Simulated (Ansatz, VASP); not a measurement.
Ta3N in VASP and in Ansatz

POSCAR

```
Ta3N
1.0
    3.8993387023      0.0000000000      0.0000000000
    0.0000000000      3.8993387023      0.0000000000
    0.0000000000      0.0000000000      3.8993387023
Ta N
3 1
Direct
    0.0000000000      0.5000000000      0.5000000000
    0.5000000000      0.0000000000      0.5000000000
    0.5000000000      0.5000000000      0.0000000000
    0.0000000000      0.0000000000      0.0000000000
```

INCAR.step1

```
SYSTEM = Ta3N
ALGO     = Normal         ! electronic algorithm
EDIFF    = 1E-4           ! SCF threshold, eV
ENCUT    = 520            ! plane-wave cutoff, eV
GGA      = PE             ! functional
ISMEAR   = 0              ! smearing method
LASPH    = .True.         ! aspherical terms in the spheres
LCHARG   = .False.        ! write CHGCAR
LREAL    = .False.        ! projectors in reciprocal space
LWAVE    = .True.         ! write WAVECAR
NBANDS   = 27             ! bands
NELM     = 60             ! most SCF steps
PREC     = Accurate       ! precision mode
SIGMA    = 0.1            ! smearing width, eV
```

File INCAR.step2:

```
SYSTEM = Ta3N
ALGO     = Normal         ! electronic algorithm
EDIFF    = 1E-7           ! SCF threshold, eV
ENCUT    = 520            ! plane-wave cutoff, eV
ISIF     = 2              ! what is computed and relaxed
ISMEAR   = 0              ! smearing method
ISTART   = 1            
LASPH    = .True.         ! aspherical terms in the spheres
LCHARG   = .False.        ! write CHGCAR
LMIXTAU  = .True.       
LREAL    = .False.        ! projectors in reciprocal space
LWAVE    = .False.        ! write WAVECAR
METAGGA  = R2SCAN         ! meta-GGA
NBANDS   = 27             ! bands
NELM     = 60             ! most SCF steps
PREC     = Accurate       ! precision mode
SIGMA    = 0.1            ! smearing width, eV
```

Contents of KPOINTS:

```
k-points
0
Gamma
  6 6 6
  0 0 0
```

Input for Ansatz:

```yaml
crystal:
  lattice:
    - [3.8993387023, 0.0, 0.0]
    - [0.0, 3.8993387023, 0.0]
    - [0.0, 0.0, 3.8993387023]
  atoms:
    - { symbol: Ta, position: [0.0, 0.5, 0.5] }
    - { symbol: Ta, position: [0.5, 0.0, 0.5] }
    - { symbol: Ta, position: [0.5, 0.5, 0.0] }
    - { symbol: "N", position: [0.0, 0.0, 0.0] }
basis:
  ecutwfc: 500
kpoints:
  mp_grid: { grid: [6, 6, 6] }
hamiltonian:
  xc: r2scan
scf:
  occupations: { method: gaussian, width: 0.1 }
  lower_state_search: "off"
output:
  forces: true
  stress: true
  eigenvalues: true
```

Alike in both runs: task single point; functional r2SCAN; k mesh 6 × 6 × 6; occupations gaussian, width 0.1 eV; no spin polarisation.

```csv
,VASP,Ansatz
version,VASP 6.6.1,Ansatz 0.2.0
potentials or method,"VASP PAW PBE potentials, release 64 (Ta_pv, N)","scalar-relativistic, plane waves, PAW"
plane-wave cutoff (eV),520,500
valence electrons in the cell,38,44
```

Ansatz gave:

| Quantity | Value |
| --- | --- |
| gap on the k mesh at the Fermi level (eV) | none |
| pressure (GPa) | 4.7 |

Problem. Which values does VASP return?

Solution. gap on the k mesh at the Fermi level (eV): none; pressure (GPa): 5.6.

A gap of «none» marks a metal or a gap that the smearing closes. The two sets of potentials don't hold the same shells in valence.

Caveats: the PAW data sets were made with another functional, which shifts forces and pressure a little (VASP). Spin-orbit coupling is left out, which matters for the levels of Ta.
